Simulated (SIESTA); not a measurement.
Hg, a slab with vacuum:

```
CELL_PARAMETERS angstrom
3.41330 0.00000 0.00000
1.69985 3.02413 0.00000
0.00000 0.00000 25.99825
ATOMIC_POSITIONS crystal
Hg 0.34844 0.80423 0.28848
Hg 0.65156 0.19577 0.39424
Hg 0.34844 0.80423 0.50000
Hg 0.65156 0.19577 0.60576
Hg 0.34844 0.80423 0.71152
```

The slab is cut from a database's or a generator's crystal, which needn't be the stable form of the element.

Base run:

- Program: SIESTA 5.4.2
- Functional: PBE
- Potentials or basis: PseudoDojo 0.4 standard (PBE files)
- Basis: SZP (energy shift 0.003 Ry)
- Grid cutoff: 800 Ry
- Energy shift: 0.003 Ry
- k mesh: 9 × 9 × 1
- Occupations: fermi-dirac, width 0.05 eV
- Spin: no spin polarisation

Its results: band gap on the k mesh none (metal or under the smearing width); largest force 3.191 eV/Å.

Problem. The run is repeated on the same cell with these changes: basis from SZP (energy shift 0.003 Ry) to TZP (energy shift 0.003 Ry; two zetas on semicore shells). What comes out?

Solution. Band gap on the k mesh 0.29 eV, indirect (least direct gap 0.99 eV); largest force 0.144 eV/Å.

Caveats: the valence orbitals were made in a potential fitted to the semicore shell under them, which widens gaps by tenths of an eV or more; the basis of atomic orbitals isn't converged, which shifts pressures, moduli and gaps; spin-orbit coupling is left out, which moves the levels of the heavy elements (some runs).

A k mesh can miss the band edges.
